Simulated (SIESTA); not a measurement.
W:

```
CELL_PARAMETERS angstrom
-1.58234 1.58234 1.58234
1.58234 -1.58234 1.58234
1.58234 1.58234 -1.58234
ATOMIC_POSITIONS crystal
W 0.00000 0.00000 0.00000
```

Base run:

```yaml
Program: SIESTA 5.4.2
Functional: PBE
Potentials_or_basis: PseudoDojo 0.4 standard (PBE files)
Basis: DZP (energy shift 0.002 Ry)
Grid_cutoff: 800 Ry
Energy_shift: 0.002 Ry
k_mesh: 12 × 12 × 12
Occupations: fermi-dirac, width 0.05 eV
Spin: no spin polarisation
```

Its results: band gap on the k mesh none (metal or under the smearing width); pressure 10.3 GPa.

**Question.** The run is repeated on the same cell with these changes: basis from DZP (energy shift 0.002 Ry) to TZDP (energy shift 0.01 Ry); energy shift from 0.002 Ry to 0.01 Ry. What comes out?

**Answer.** Band gap on the k mesh none (metal or under the smearing width); pressure 5.0 GPa.

Caveats: semicore shells carry a single zeta, which can move pressures by several GPa and volumes by a few percent; the basis of atomic orbitals isn't converged, which shifts pressures, moduli and gaps.

Not every run made on this cell is shown here.
